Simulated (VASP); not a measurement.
# CdS in VASP: one cell, several levels of theory

Aim: gap, levels, forces and stress of CdS in the rocksalt structure, under +3.0 % biaxial strain in x and y, free along z at fixed geometry. Runs: PBE, r2SCAN. This is a trial cell built on a prototype, not taken from a measured structure, and it needn't be the compound's ground state.

Code: VASP 6.6.1. PAW datasets, plane waves. Simulation only: spin-unpolarised, and no claim that this is the phase found in nature.

## 1. The system as given

The cell comes from an earlier relaxation with r2SCAN in another program, then strained, with the atoms relaxed again.

It is tetragonal, I4/mmm (No. 139); a = 3.972 Å, c = 5.331 Å in the conventional setting, 21.03 Å³ an atom. Around Cd lie 6 S at 2.67–2.81 Å; around S lie 6 Cd at 2.67–2.81 Å.

As a file:

Space group I4/mmm (No. 139). a = 3.972 Å, b = 3.972 Å, c = 5.331 Å, α = 90.00°, β = 90.00°, γ = 90.00°
| atom | site | symmetry | x | y | z |
| --- | --- | --- | --- | --- | --- |
| Cd | 2a | 4/mmm | 0.0000 | 0.0000 | 0.0000 |
| S | 2b | 4/mmm | 0.0000 | 0.0000 | 0.5000 |

## 2. Single point with PBE

The input, INCAR:

```
ENCUT = 520.000000
SIGMA = 0.020000
EDIFF = 1.00e-07
GGA = PE
PREC = Accurate
IBRION = -1
ISIF = 2
ISMEAR = -1
NBANDS = 16
NELM = 120
NSW = 0
LASPH = .TRUE.
LCHARG = .TRUE.
LELF = .TRUE.
LWAVE = .FALSE.
LREAL = .FALSE.
```

The input, KPOINTS:

```
KPOINTS created by Atomic Simulation Environment
0
Gamma
8 8 8
0 0 0
```

The input, KPOINTS_OPT:

```
special points
6
Reciprocal
0.0000000000 0.0000000000 0.0000000000 1
0.5000000000 0.0000000000 0.5000000000 1
0.6250000000 0.2500000000 0.6250000000 1
0.3750000000 0.3750000000 0.7500000000 1
0.5000000000 0.5000000000 0.5000000000 1
0.5000000000 0.2500000000 0.7500000000 1
```

The input, POSCAR:

```
Cd S
 1.0000000000000000
     0.0000000000000000    2.8085798417999999    2.6656717241000001
     2.8085798417999999    0.0000000000000000    2.6656717241000001
     2.8085798417999999    2.8085798417999999    0.0000000000000000
 Cd  S
   1   1
Cartesian
  0.0000000000000000  0.0000000000000000  0.0000000000000000
  2.8085798417999994  2.8085798417999994  2.6656717241000001
```

The run uses the recommended PBE PAW datasets (18 valence electrons a neutral cell).

Started as:

```bash
$ mpirun -np 1 vasp_std
```

Standard output, without the iteration lines:

```text
POSCAR found type information on POSCAR CdS
 POSCAR found :  2 types and       2 ions
 LDA part: xc-table for (Slater+PW92), standard interpolation
 POSCAR, INCAR and KPOINTS ok, starting setup
 FFT: planning ... GRIDC
 FFT: planning ... GRID_SOFT
 FFT: planning ... GRID
 WAVECAR not read
 entering main loop
 Start KPOINTS_OPT (optional k-point list driver)
k-point batch [1-6\6]
```

OSZICAR:

```text
N       E                     dE             d eps       ncg     rms          rms(c)
DAV:   1     0.108533181755E+03    0.10853E+03   -0.93611E+03  1952   0.106E+03
DAV:   2    -0.259770483869E+01   -0.11113E+03   -0.10377E+03  2288   0.259E+02
DAV:   3    -0.643161614639E+01   -0.38339E+01   -0.38276E+01  2312   0.496E+01
DAV:   4    -0.644929261367E+01   -0.17676E-01   -0.17675E-01  2400   0.335E+00
DAV:   5    -0.644946923785E+01   -0.17662E-03   -0.17662E-03  2304   0.321E-01    0.715E+00
DAV:   6    -0.588540072381E+01    0.56407E+00   -0.89437E-01  2528   0.114E+01    0.605E+00
DAV:   7    -0.586074951310E+01    0.24651E-01   -0.16501E-01  2368   0.291E+00    0.317E+00
DAV:   8    -0.585970007595E+01    0.10494E-02   -0.17451E-02  2192   0.162E+00    0.284E-01
DAV:   9    -0.585949897657E+01    0.20110E-03   -0.15587E-03  2392   0.543E-01    0.584E-02
DAV:  10    -0.585955063314E+01   -0.51657E-04   -0.20656E-04  2304   0.143E-01    0.565E-02
DAV:  11    -0.585957649469E+01   -0.25862E-04   -0.45167E-05  2288   0.628E-02    0.172E-02
DAV:  12    -0.585957360657E+01    0.28881E-05   -0.85405E-06  2496   0.310E-02    0.741E-03
DAV:  13    -0.585957368236E+01   -0.75790E-07   -0.99338E-07  2120   0.721E-03
   1 F= -.58595737E+01 E0= -.58594689E+01  d E =-.209469E-03
       N       E                     dE             ncg
DAV:   1     0.203303343104E+04   -0.30937E+04      200
DAV:   2     0.139679303374E+04   -0.63624E+03      216
DAV:   3     0.137705531407E+04   -0.19738E+02      272
DAV:   4     0.137696822709E+04   -0.87087E-01      232
DAV:   5     0.137696746119E+04   -0.76590E-03      256
DAV:   6     0.137696745118E+04   -0.10009E-04      240
DAV:   7     0.137696745101E+04   -0.16513E-06      240
DAV:   8     0.137696745101E+04   -0.30259E-08      192
```

The lines after F= are the extra pass for the points of KPOINTS_OPT, at fixed density; their E is not a total energy.

From OUTCAR:

```text
k-points           NKPTS =     59   k-points in BZ     NKDIM =     59   number of bands    NBANDS=     16

   NELECT =      18.0000    total number of electrons

   dimension x,y,z NGX =    30 NGY =   30 NGZ =   30
   dimension x,y,z NGXF=    60 NGYF=   60 NGZF=   60

  energy-cutoff  :      520.00
  volume of cell :       42.05
      direct lattice vectors                 reciprocal lattice vectors
     0.000000000  2.808579842  2.665671724    -0.178025916  0.178025916  0.187569983
     2.808579842  0.000000000  2.665671724     0.178025916 -0.178025916  0.187569983
     2.808579842  2.808579842  0.000000000     0.178025916  0.178025916 -0.187569983

 k-points in reciprocal lattice and weights: KPOINTS created by Atomic Simulation Env
   0.00000000  0.00000000  0.00000000       0.002
   0.12500000  0.00000000  0.00000000       0.016
   0.25000000  0.00000000  0.00000000       0.016
   0.37500000  0.00000000  0.00000000       0.016
   0.50000000  0.00000000  0.00000000       0.008
   0.12500000  0.12500000  0.00000000       0.004
   0.25000000  0.12500000  0.00000000       0.016
   0.37500000  0.12500000  0.00000000       0.016
[... 51 more k-points ...]

 E-fermi :   2.7873

 k-point     1 :       0.0000    0.0000    0.0000
  band No.  band energies     occupation
      1      -9.9892      2.00000
      2      -4.9451      2.00000
      3      -4.9451      2.00000
      4      -4.9244      2.00000
      5      -4.9183      2.00000
      6      -4.8814      2.00000
      7       1.7403      2.00000
      8       2.0529      2.00000
      9       2.0529      2.00000
     10       3.4653      0.00000
     11      11.8019      0.00000
     12      11.8019      0.00000
     13      12.0679      0.00000
     14      13.4569      0.00000
     15      13.4569      0.00000
     16      14.0113      0.00000

 k-point     2 :       0.1250    0.0000    0.0000
  band No.  band energies     occupation
      1      -9.8613      2.00000
      2      -4.9734      2.00000
      3      -4.9646      2.00000
      4      -4.9471      2.00000
      5      -4.9067      2.00000
      6      -4.8701      2.00000
      7       0.7755      2.00000
      8       1.9898      2.00000
      9       2.1148      2.00000
     10       4.6104      0.00000
     11      10.6195      0.00000
     12      11.2389      0.00000
     13      11.7860      0.00000
     14      12.7233      0.00000
     15      12.9022      0.00000
     16      13.8994      0.00000

 k-point     3 :       0.2500    0.0000    0.0000
  band No.  band energies     occupation
      1      -9.5191      2.00000
      2      -5.0906      2.00000
      3      -5.0548      2.00000
      4      -4.9885      2.00000
      5      -4.8320      2.00000
      6      -4.8216      2.00000
      7      -0.6636      2.00000
      8       2.2722      2.00000
      9       2.2774      2.00000
     10       5.8931      0.00000
     11       9.3205      0.00000
     12       9.7799      0.00000
     13      10.5602      0.00000
     14      13.2466      0.00000
     15      13.4841      0.00000
     16      13.6958      0.00000

 k-point     4 :       0.3750    0.0000    0.0000
  band No.  band energies     occupation
      1      -9.1106      2.00000
      2      -5.2114      2.00000
      3      -5.1430      2.00000
      4      -5.0780      2.00000
      5      -4.7659      2.00000
      6      -4.7541      2.00000
      7      -1.6984      2.00000
      8       2.4456      2.00000
      9       2.6038      1.99979
     10       6.2472      0.00000
     11       8.7146      0.00000
     12       8.9725      0.00000
     13       9.5185      0.00000
     14      13.9469      0.00000
     15      14.6592      0.00000
     16      14.8377      0.00000

 k-point     5 :       0.5000    0.0000    0.0000
  band No.  band energies     occupation
      1      -8.9121      2.00000
      2      -5.2688      2.00000
      3      -5.1788      2.00000
      4      -5.1353      2.00000
      5      -4.7421      2.00000
      6      -4.7212      2.00000
      7      -2.0716      2.00000
      8       2.5240      2.00000
      9       2.7533      1.69055
     10       6.1617      0.00000
     11       8.3291      0.00000
     12       8.8705      0.00000
     13       9.2912      0.00000
     14      14.8119      0.00000
     15      15.3844      0.00000
     16      15.8287      0.00000

 k-point     6 :       0.1250    0.1250    0.0000
  band No.  band energies     occupation
      1      -9.7954      2.00000
      2      -5.0632      2.00000
      3      -4.9197      2.00000
      4      -4.9197      2.00000
      5      -4.9052      2.00000
      6      -4.9000      2.00000
      7       0.7244      2.00000
      8       1.8640      2.00000
      9       1.8640      2.00000
     10       5.1625      0.00000
     11      10.8428      0.00000
     12      11.2195      0.00000
     13      11.2921      0.00000
     14      11.2921      0.00000
     15      14.5697      0.00000
     16      14.9246      0.00000

 k-point     7 :       0.2500    0.1250    0.0000
  band No.  band energies     occupation
      1      -9.5229      2.00000
      2      -5.1720      2.00000
      3      -4.9669      2.00000
      4      -4.9490      2.00000
      5      -4.8659      2.00000
      6      -4.8251      2.00000
      7      -0.2752      2.00000
      8       1.7695      2.00000
      9       1.9874      2.00000
     10       6.2875      0.00000
     11       9.3465      0.00000
     12       9.9690      0.00000
     13      10.7068      0.00000
     14      11.8307      0.00000
     15      14.4988      0.00000
     16      15.0473      0.00000

 k-point     8 :       0.3750    0.1250    0.0000
  band No.  band energies     occupation
      1      -9.1638      2.00000
      2      -5.2209      2.00000
      3      -5.0558      2.00000
      4      -5.0052      2.00000
      5      -4.8027      2.00000
      6      -4.7460      2.00000
      7      -1.3437      2.00000
      8       1.8776      2.00000
      9       2.1690      2.00000
     10       6.6638      0.00000
     11       8.1344      0.00000
     12       9.7221      0.00000
     13      10.0098      0.00000
     14      12.6696      0.00000
     15      15.4397      0.00000
     16      15.4921      0.00000

[... the tables of k-points 9 to 59 left out ...]

  Total       -0.3836452     -0.3836452      0.5818812      0.0000000     -0.0000000      0.0000000
  in kB      -14.6160539    -14.6160539     22.1684185      0.0000000     -0.0000000      0.0000000
  external PRESSURE =      -2.3545631 kB  Pullay stress =       0.0000000 kB

 POSITION                                       TOTAL-FORCE (eV/Angst)
 -----------------------------------------------------------------------------------
      0.00000      0.00000      0.00000        -0.000000      0.000000      0.000000
      2.80858      2.80858      2.66567         0.000000     -0.000000     -0.000000
 -----------------------------------------------------------------------------------
    total drift:                               -0.000000      0.000000      0.000000

  FREE ENERGIE OF THE ION-ELECTRON SYSTEM (eV)
  ---------------------------------------------------
  free  energy   TOTEN  =        -5.8595736824 eV

  energy  without entropy=       -5.8593642136  energy(sigma->0) =       -5.85946895
```

Wall time 18 s (1 MPI rank of Intel Xeon 6975P-C, shared host); peak memory 0.21 GiB.

The levels at the points of KPOINTS_OPT are read from vasprun.xml.

Band energies at the special points (eV, zero at the top of v, the last band that the electrons fill by count):

```tsv
point	v−1	v	c	c+1
Γ	-0.70	-0.70	0.71	9.05
X	-2.33	-1.85	0.24	6.09
U	-3.55	-1.34	2.13	6.49
K	-3.43	-1.58	1.73	6.34
L	-0.23	0.00	3.41	5.58
W	-3.23	-2.76	2.97	6.45
```

Gap with PBE: 0.02 eV, valence top at L, conduction bottom at (0.50, 0.50, 0.00). Least direct gap: 1.41 eV. The pressure is -0.24 GPa; the forces vanish within 0.01 eV/Å.

Axes a, b and c in the maps are those of this run's conventional cell (a, b, c = 3.972, 3.972, 5.331 Å).

Density in a lattice plane of the grid's cell (edges 3.97 and 5.33 Å, at 0.000 of the third edge), which holds Cd and S.

Ten even steps from '0' (-0.26 e/Å³) to '9' (9.99 e/Å³):
```
764210000000001246
432100000000000123
111000000000000011
000000000000000000
000000000000000000
000000000000000000
110000000000000001
111100000000000111
001100000000000110
001100000000000110
001100000000000110
111100000000000111
110000000000000001
000000000000000000
000000000000000000
000000000000000000
111000000000000011
432100000000000123
764210000000001246
985210000000001258
```
Columns run along the first of these edges and rows up along the second, over one cell in 18 and 20 even steps from the bottom left corner. Atoms in the plane (fractional): Cd at (0.00, 0.00), S at (0.00, 0.50).

ELF in the same plane.

Values, 12 rows by 8 columns:
```
0.03 0.17 0.20 0.08 0.05 0.08 0.20 0.17
0.23 0.20 0.12 0.05 0.03 0.05 0.12 0.20
0.29 0.27 0.16 0.04 0.02 0.04 0.16 0.27
0.84 0.79 0.56 0.14 0.03 0.14 0.56 0.79
0.68 0.83 0.79 0.29 0.05 0.29 0.79 0.83
0.21 0.74 0.83 0.36 0.06 0.36 0.83 0.74
0.68 0.83 0.79 0.29 0.05 0.29 0.79 0.83
0.84 0.79 0.56 0.14 0.03 0.14 0.56 0.79
0.29 0.27 0.16 0.04 0.02 0.04 0.16 0.27
0.23 0.20 0.12 0.05 0.03 0.05 0.12 0.20
0.03 0.17 0.20 0.08 0.05 0.08 0.20 0.17
0.07 0.06 0.24 0.09 0.06 0.09 0.24 0.06
```
Columns run along the first of these edges and rows up along the second, over one cell in 8 and 12 even steps from the bottom left corner. Atoms in the plane (fractional): Cd at (0.00, 0.00), S at (0.00, 0.50).

Both are smooth fields of the valence electrons: close to the nuclei they are not physical.

Maxima of ELF outside the ion cores: 0.87 in the shell around S, 0.8 Å from S.

[end of part 1 of 2]
